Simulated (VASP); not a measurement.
# Na (P6_3/mmc) in VASP: further runs

The runs below take Na through single point, relaxation of cell and atoms, with PBEsol.

All numbers are computed with VASP 6.6.1; they aren't measurements. Logs are shortened: lines on timing, memory, paths and dates and some standing lists are left out, and cuts for length are marked.

### 1 Starting point

The structure is hexagonal, space group P6_3/mmc (No. 194). Conventional cell: a = 3.720 Å, b = 3.720 Å, c = 6.075 Å, α = 90.00°, β = 90.00°, γ = 120.00°. Na (site symmetry -6m2) has 12 Na at 3.72 Å as nearest neighbours.

This isn't the form of Na at room conditions, which is bcc.

### 2 Single point, PBEsol

The input, INCAR:

```
SYSTEM = Na
  PREC = Accurate
  ENCUT = 520
  EDIFF = 1E-6
  ISMEAR = -1
  SIGMA = 0.1
  LREAL = .FALSE.
  LASPH = .TRUE.
  NELM = 100
  ALGO = Normal
  ISIF = 2
  LWAVE = .FALSE.
  LCHARG = .TRUE.
  GGA = PS
  LELF = .TRUE.
  LVHAR = .TRUE.
  NBANDS = 14
```

The input, KPOINTS:

```
regular mesh
0
G
  16 16 9
  0 0 0
```

The input, POSCAR:

```
Na
1.0
    3.7200718382      0.0000000000      0.0000000000
   -1.8600359191      3.2216767158      0.0000000000
    0.0000000000      0.0000000000      6.0747305630
Na
2
Direct
    0.3333333333      0.6666666667      0.2500000000
    0.6666666667      0.3333333333      0.7500000000
```

Potentials or basis: VASP PAW PBE potentials, release 64 (Na_pv).

The run is started by

```
$ cat potpaw_PBE.64/Na_pv/POTCAR > POTCAR
$ mpirun -np 1 vasp_std > vasp.out
```

OUTCAR:

```text
SYSTEM = Na
   PREC = Accurate
   ENCUT = 520
   EDIFF = 1E-6
   ISMEAR = -1
   LREAL = .FALSE.
   LASPH = .TRUE.
   NELM = 100
   ISIF = 2
   GGA = PS

 ion  position               nearest neighbor table
   1  0.333  0.667  0.250-
   2  0.667  0.333  0.750-

  LATTYP: Found a hexagonal cell.
 ALAT       =     3.7200718382
 C/A-ratio  =     1.6329605522

  Lattice vectors:

 A1 = (   3.7200718382,   0.0000000000,   0.0000000000)
 A2 = (  -1.8600359191,   3.2216767158,   0.0000000000)
 A3 = (   0.0000000000,   0.0000000000,   6.0747305630)

Analysis of symmetry for initial positions (statically):
=====================================================================
 Subroutine PRICEL returns:
 Original cell was already a primitive cell.

 Routine SETGRP: Setting up the symmetry group for a
 hexagonal supercell.

 Subroutine GETGRP returns: Found 24 space group operations
 (whereof 12 operations were pure point group operations)
 out of a pool of 24 trial point group operations.

The static configuration has the point symmetry D_3d.
 The point group associated with its full space group is D_6h.

Analysis of symmetry for dynamics (positions and initial velocities):
=====================================================================
 Subroutine PRICEL returns:
 Original cell was already a primitive cell.

 Routine SETGRP: Setting up the symmetry group for a
 hexagonal supercell.

 Subroutine GETGRP returns: Found 24 space group operations
 (whereof 12 operations were pure point group operations)
 out of a pool of 24 trial point group operations.

The dynamic configuration has the point symmetry D_3d.
 The point group associated with its full space group is D_6h.

 Subroutine INISYM returns: Found 24 space group operations
 (whereof 12 operations are pure point group operations),
 and found     1 'primitive' translations

----------------------------------------------------------------------------------------

                                     Primitive cell

  volume of cell :      72.8048

  direct lattice vectors                    reciprocal lattice vectors
     3.720071838  0.000000000  0.000000000     0.268812013  0.155198688  0.000000000
    -1.860035919  3.221676716  0.000000000     0.000000000  0.310397376  0.000000000
     0.000000000  0.000000000  6.074730563     0.000000000  0.000000000  0.164616355

  length of vectors
     3.720071838  3.720071838  6.074730563     0.310397376  0.310397376  0.164616355

  position of ions in fractional coordinates (direct lattice)
     0.333333333  0.666666667  0.250000000
     0.666666667  0.333333333  0.750000000

  ion indices of the primitive-cell ions
   primitive index   ion index
                 1           1
                 2           2

----------------------------------------------------------------------------------------

 KPOINTS: regular mesh

Automatic generation of k-mesh.
 Grid dimensions read from file:
 generate k-points for:   16   16    9

 Generating k-lattice:

  Cartesian coordinates                     Fractional coordinates (reciprocal lattice)
     0.016800751  0.009699918  0.000000000     0.062500000  0.000000000  0.000000000
     0.000000000  0.019399836  0.000000000     0.000000000  0.062500000  0.000000000
     0.000000000  0.000000000  0.018290706     0.000000000  0.000000000  0.111111111

  Length of vectors
     0.019399836  0.019399836  0.018290706

  Shift w.r.t. Gamma in fractional coordinates (k-lattice)
     0.000000000  0.000000000  0.000000000

 Subroutine IBZKPT returns following result:
 ===========================================

 Found    150 irreducible k-points:

 Following reciprocal coordinates:
            Coordinates               Weight
  0.000000  0.000000  0.000000      1.000000
  0.062500 -0.000000  0.000000      6.000000
  0.125000 -0.000000  0.000000      6.000000
  0.187500 -0.000000  0.000000      6.000000
  0.250000 -0.000000  0.000000      6.000000
  0.312500  0.000000  0.000000      6.000000
[... 16 lines left out ...]
  0.187500  0.187500  0.000000      6.000000
  0.250000  0.187500  0.000000     12.000000
 [... further k-points ...]
   k-points           NKPTS =    150   k-points in BZ     NKDIM =    150   number of bands    NBANDS=     14
   number of dos      NEDOS =    301   number of ions     NIONS =      2
   total plane-waves  NPLWV =  37632
   dimension x,y,z NGX =    28 NGY =   28 NGZ =   48
   dimension x,y,z NGXF=    56 NGYF=   56 NGZF=   96
   ions per type =               2
   NGX,Y,Z   is equivalent  to a cutoff of  12.51, 12.51, 13.14 a.u.
   NGXF,Y,Z  is equivalent  to a cutoff of  25.03, 25.03, 26.27 a.u.
 SYSTEM =  Na
   PREC   = accura    normal or accurate (medium, high low for compatibility)
   ISTART =      0    job   : 0-new  1-cont  2-samecut
   ICHARG =      2    charge: 1-file 2-atom 10-const
   ISPIN  =      1    spin polarized calculation?
   LNONCOLLINEAR =      F non collinear calculations
   LSORBIT =      F    spin-orbit coupling
   LASPH  =      T    aspherical Exc in radial PAW
   ENCUT  =  520.0 eV  38.22 Ry    6.18 a.u.   6.92  6.92 11.29*2*pi/ulx,y,z
   NELM   =    100;   NELMIN=  2; NELMDL= -5     # of ELM steps
   EDIFF  = 0.1E-05   stopping-criterion for ELM
   LREAL  =      F    real-space projection
   EDIFFG = 0.1E-04   stopping-criterion for IOM
   NSW    =      0    number of steps for IOM
   IBRION =     -1    ionic relax: 0-MD 1-quasi-New 2-CG
   NFREE  =      0    steps in history (QN), initial steepest desc. (CG)
   ISIF   =      2    stress and relaxation
   ISYM   =      2    0-nonsym 1-usesym 2-fastsym
   POTIM  = 0.5000    time-step for ionic-motion
   TEBEG  =    0.0;   TEEND  =   0.0 temperature during run
   PSTRESS=    0.0 pullay stress
   NELECT =      14.0000    total number of electrons
   NUPDOWN=      -1.0000    fix difference up-down
   EMIN   =  10.00;   EMAX   =-10.00  energy-range for DOS
   EFERMI =   0.00;   METHOD = LEGACY
   ISMEAR =    -1;   SIGMA  =   0.10  broadening in eV -4-tet -1-fermi 0-gaus
   EFERMI_NEDOS =   21; number of points for ismear=-14 and -15
   IALGO  =     38    algorithm
   IMIX   =      4    mixing-type and parameters
     AMIX     =   0.40;   BMIX     =  1.00
     AMIX_MAG =   1.60;   BMIX_MAG =  1.00
  volume/ion in A,a.u.               =      36.40       245.66
  Fermi-wavevector in a.u.,A,eV,Ry     =   0.944925  1.785650 12.148418  0.892884
  Thomas-Fermi vector in A             =   2.072777
   LORBIT       =      0    0 simple, 1 ext, 2 COOP (PROOUT), +10 PAW based schemes
   GGA     = PS    functional components
   LHFCALC =     F    Hartree Fock is set to
   AEXX    =    0.0000 exact exchange contribution
   IVDW    =     0    specifies the selected vdW correction
   LEPSILON=     F    determine dielectric tensor
   LRPA    =     F    only Hartree local field effects (RPA)
 non-spin polarized calculation
  energy-cutoff  :      520.00
  volume of cell :       72.80
 maximum number of plane-waves:      1976
 NGX is ok and might be reduce to    28
   NGX = 13   NGY = 13   NGZ = 23

 number of electron      13.9999992 magnetization

 Free energy of the ion-electron system (eV)
  ---------------------------------------------------
  ext. energy  EPLUGINS =         0.00000000
  ---------------------------------------------------
  free energy    TOTEN  =        -2.81568132 eV

  energy without entropy =       -2.78495432  energy(sigma->0) =       -2.80031782

 E-fermi :   0.3647     XC(G=0):  -6.5490

 val. band max:        0.3398661812   @ k =   0.3750  -0.0000   0.4444
 cond. band min:       0.3834306032   @ k =   0.1875   0.1875   0.3333
 fundamental gap:      0.0435644221
 Fermi energy:         0.3647447320

 k-point     1 :       0.0000    0.0000    0.0000
  band No.  band energies     occupation
      1     -24.4474      2.00000
      2     -24.4150      2.00000
      3     -24.4150      2.00000
      4     -24.4097      2.00000
      5     -24.4097      2.00000
      6     -24.4095      2.00000
      7      -2.9604      2.00000
      8       0.9036      0.00910
      9       1.3440      0.00011
     10      10.4364      0.00000
     11      10.4364      0.00000
     12      10.8267      0.00000
     13      10.8267      0.00000
     14      10.9335      0.00000

 k-point     2 :       0.0625   -0.0000    0.0000
  band No.  band energies     occupation
      1     -24.4469      2.00000
      2     -24.4160      2.00000
      3     -24.4153      2.00000
      4     -24.4108      2.00000
      5     -24.4099      2.00000
      6     -24.4097      2.00000
      7      -2.9018      2.00000
      8       0.9554      0.00543
      9       1.4009      0.00006
     10       9.2378      0.00000
     11       9.9002      0.00000
     12      10.3697      0.00000
     13      11.4276      0.00000
     14      11.6156      0.00000

 k-point     3 :       0.1250   -0.0000    0.0000
  band No.  band energies     occupation
      1     -24.4455      2.00000
      2     -24.4191      2.00000
      3     -24.4163      2.00000
      4     -24.4140      2.00000
      5     -24.4104      2.00000
      6     -24.4102      2.00000
      7      -2.7264      2.00000
      8       1.1110      0.00115
      9       1.5704      0.00001
     10       7.7930      0.00000
     11       9.2936      0.00000
     12       9.6200      0.00000
     13      11.2172      0.00000
     14      11.7361      0.00000
[... 324 lines left out ...]
 k-point    23 :       0.1875    0.1875    0.0000
  band No.  band energies     occupation
      1     -24.4366      2.00000
      2     -24.4321      2.00000
      3     -24.4320      2.00000
      4     -24.4214      2.00000
      5     -24.4163      2.00000
      6     -24.4145      2.00000
      7      -1.4020      2.00000
      8       2.3089      0.00000
      9       2.7524      0.00000
     10       4.5891      0.00000
     11       5.1759      0.00000
     12       8.1303      0.00000
     13       8.3285      0.00000
     14       8.8265      0.00000

 k-point    24 :       0.2500    0.1875    0.0000
  band No.  band energies     occupation
      1     -24.4362      2.00000
      2     -24.4340      2.00000
      3     -24.4336      2.00000
      4     -24.4239      2.00000
      5     -24.4184      2.00000
      6     -24.4163      2.00000
      7      -0.8369      1.99999
      8       2.8325      0.00000
      9       3.0217      0.00000
     10       3.7707      0.00000
     11       4.7658      0.00000
     12       7.0534      0.00000
     13       7.9172      0.00000
     14       7.9928      0.00000

 [... further k-points ...]

------------------------ aborting loop because EDIFF is reached ----------------------------------------

  FORCE on cell =-STRESS in cart. coord.  units (eV):
  Direction    XX          YY          ZZ          XY          YZ          ZX
  --------------------------------------------------------------------------------------
  -------------------------------------------------------------------------------------
  Total        0.0132669      0.0132669      0.0112286      0.0000000      0.0000000      0.0000000
  in kB        0.2919581      0.2919581      0.2471011      0.0000000      0.0000000      0.0000000
  external PRESSURE =       0.2770058 kB  Pullay stress =       0.0000000 kB

 VOLUME and BASIS-vectors are now :
 -----------------------------------------------------------------------------
  energy-cutoff  :      520.00
  volume of cell :       72.80
      direct lattice vectors                 reciprocal lattice vectors
     3.720071838  0.000000000  0.000000000     0.268812013  0.155198688  0.000000000
    -1.860035919  3.221676716  0.000000000     0.000000000  0.310397376  0.000000000
     0.000000000  0.000000000  6.074730563     0.000000000  0.000000000  0.164616355

 POSITION                                       TOTAL-FORCE (eV/Angst)
 -----------------------------------------------------------------------------------
     -0.00000      2.14778      1.51868         0.000000     -0.000000     -0.000000
      1.86004      1.07389      4.55605        -0.000000      0.000000      0.000000
 -----------------------------------------------------------------------------------
    total drift:                               -0.000000      0.000000      0.000000

  FREE ENERGIE OF THE ION-ELECTRON SYSTEM (eV)
  ---------------------------------------------------
  free  energy   TOTEN  =        -2.8156813189 eV

  energy  without entropy=       -2.7849543157  energy(sigma->0) =       -2.80031782
```

Wall time 31 s (1 thread of Intel Xeon 6975P-C (Granite Rapids), shared host); peak memory 0.25 GiB.

What came out:

| Item | Value |
| --- | --- |
| Free energy | -2.8157 eV |
| Pressure | 0.0 GPa |
| Band gap on the k mesh | none (metal or under the smearing width) |

Caveat: the PAW data sets were made with another functional, which shifts forces and pressure a little.

### 3 Single point, PBEsol

This run uses another cell than the first one, of 37.86 Å³/atom, 1.040 times its volume.

The input, INCAR:

```
  PREC = Accurate
  ENCUT = 520
  EDIFF = 1E-7
  ISMEAR = -1
  SIGMA = 0.1
  LREAL = F
  LASPH = T
  NELM = 80
  ALGO = Normal
  ISIF = 2
  LWAVE = F
  LCHARG = F
  GGA = PS
  NBANDS = 14
```

The input, KPOINTS:

```
Automatic mesh
0
Gamma
  11 11 6
```

The input, POSCAR:

```
Na
1.0
    3.7690257658      0.0000000000      0.0000000000
   -1.8845128829      3.2640720607      0.0000000000
    0.0000000000      0.0000000000      6.1546703956
Na
2
Direct
    0.3333333333      0.6666666667      0.2500000000
    0.6666666667      0.3333333333      0.7500000000
```

Potentials or basis: VASP PAW PBE potentials, release 64 (Na_pv).

The run is started by

```
$ cat potpaw_PBE.64/Na_pv/POTCAR > POTCAR
$ mpirun -np 1 vasp_std > vasp.out
```

Run time: 15 s. Hardware: 1 thread of Intel Xeon 6975P-C (Granite Rapids), shared host; peak memory 0.19 GiB.

The run converged. Its results:

| Property | Result |
| --- | --- |
| Free energy | -2.8101 eV |
| Pressure | -0.3 GPa |
| Band gap on the k mesh | none (metal or under the smearing width) |

Stress tensor (GPa, compression positive):
```
-0.31  0.00  0.00
 0.00 -0.31  0.00
 0.00  0.00 -0.17
```

Levels at points of the mesh, in eV from the Fermi level:
| k point | band 3 | band 4 | band 5 | band 6 | band 7 | band 8 | band 9 | band 10 | band 11 | band 12 |
| --- | --- | --- | --- | --- | --- | --- | --- | --- | --- | --- |
| (0.00, 0.00, 0.00) | -24.81 | -24.81 | -24.81 | -24.81 | -3.25 | 0.53 | 0.94 | 9.85 | 9.85 | 10.19 |
| (0.00, 0.00, 0.50) | -24.81 | -24.81 | -24.81 | -24.81 | -2.23 | -2.23 | 5.44 | 5.44 | 10.43 | 10.43 |

Caveat: the PAW data sets were made with another functional, which shifts forces and pressure a little.

(Part 1 of 2 ends here.)
